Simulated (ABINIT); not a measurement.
Runs of ABINIT 10.8.3 (patched build) on Mg. The structure is hexagonal, space group P6_3/mmc (No. 194). Conventional cell: a = 3.177 Å, b = 3.177 Å, c = 10.319 Å, α = 90.00°, β = 90.00°, γ = 120.00°. Mg (site symmetry -6m2) has 12 Mg at 3.17 to 3.18 Å as nearest neighbours. Mg (site symmetry -3m) has 12 Mg at 3.17 to 3.18 Å as nearest neighbours. 

| task | level | potentials or basis | k mesh | cutoff (eV) | fine-grid cutoff | mesh quality | gap on the mesh (eV) | pressure (GPa) |
| --- | --- | --- | --- | --- | --- | --- | --- | --- |
| single point | PBEsol | JTH PAW PBE v2.0 | 6 × 6 × 2 | 517 | 1034.03 eV | coarse | none | -0.4 |
| band structure | LDA-PZ | JTH PAW LDA v2.0 | 10 × 10 × 3 | 408 | 816.342 eV | not flagged | none | - |
| band structure | rPW86PBE | JTH PAW PBE v2.0 | 10 × 10 × 3 | 517 | 1034.03 eV | not flagged | none | (a) |
| band structure | revPBE | JTH PAW PBE v2.0 | 10 × 10 × 3 | 517 | 1034.03 eV | not flagged | none | (b) |
| single point | LDA | JTH PAW LDA v2.0 | 13 × 13 × 4 | 408 | 816.342 eV | not flagged | none | - |
| single point | r2SCAN | JTH PAW PBE v2.0 | 10 × 10 × 3 | 626 | 1224.51 eV | not flagged | none | - |
| single point | LDA | JTH PAW LDA v2.0 | 6 × 6 × 2 | 408 | 816.342 eV | coarse | none | - |
| band structure | HCTH407 | JTH PAW PBE v2.0 | 10 × 10 × 3 | 517 | 1034.03 eV | not flagged | none | -0.5 |
| band structure | AM05 | JTH PAW PBE v2.0 | 10 × 10 × 3 | 517 | 1034.03 eV | not flagged | none | -0.1 |
| single point | PBE | JTH PAW PBE v2.0 | 8 × 8 × 2 | 408 | 816.342 eV | not flagged | none | - |
| single point | PBE | JTH PAW PBE v2.0 | 13 × 13 × 4 | 517 | 1034.03 eV | not flagged | none | 0.4 |
| band structure | RPBE | JTH PAW PBE v2.0 | 10 × 10 × 3 | 408 | 816.342 eV | not flagged | none | - |

Alike in all rows: no spin polarisation; cell as given; smearing fermi-dirac 0.05 eV.

Task: Estimate the missing entries.

Result: (a) 0.2; (b) 1.4.

Caveats: some runs use coarse meshes; the PAW data sets were made with another functional, which shifts forces and pressure a little (some runs).

A k mesh can miss the band edges.

A gap of «none» marks a metal or a gap under the smearing width.

Not every run made on this cell is shown here.
